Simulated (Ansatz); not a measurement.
A distorted cell of InN (zinc blende):

```yaml
crystal:
  lattice:
    - [0.00000, 5.04943, 5.04943]
    - [2.52471, 0.00000, 2.52471]
    - [2.52471, 2.52471, 0.00000]
  atoms:
    - { symbol: N, position: [0.35899, 0.76067, 0.76067] }
    - { symbol: N, position: [0.89101, 0.73933, 0.73933] }
    - { symbol: In, position: [0.00042, 0.99972, 0.99972] }
    - { symbol: In, position: [0.49958, 0.00028, 0.00028] }
```

All values below come from PBE (plane waves to 420 eV, PAW, scalar-relativistic; Ansatz, a first-principles code). k mesh 11×11×11 (Γ-centred), Fermi-Dirac smearing 0.05 eV. Compression counts positive. With partly filled bands, energies and forces of such displacements shift with the k mesh and the smearing. At this level the bands of InN touch or barely overlap; measurements give the solid a gap. InN was relaxed with its symmetry unable to fall. The PAW data are Ansatz's earlier set.

Q: What forces act on the atoms (eV/Å, Cartesian)?

A: 
```
atom      Fx      Fy      Fz
----  ------  ------  ------
N1    -0.958   0.958   0.958
N2     0.717  -0.717  -0.717
In3    0.316  -0.316  -0.316
In4   -0.075   0.075   0.075
```

Q: What is the stress tensor (GPa)?

A: 
```
    0.7     -0.4     -0.4
   -0.4      0.7      0.4
   -0.4      0.4      0.7
```
The pressure, a third of the trace, is 0.7 GPa.

(A displaced cell: forces are minus the slopes of the energy, force constants its curvatures, and phonons follow from these.)
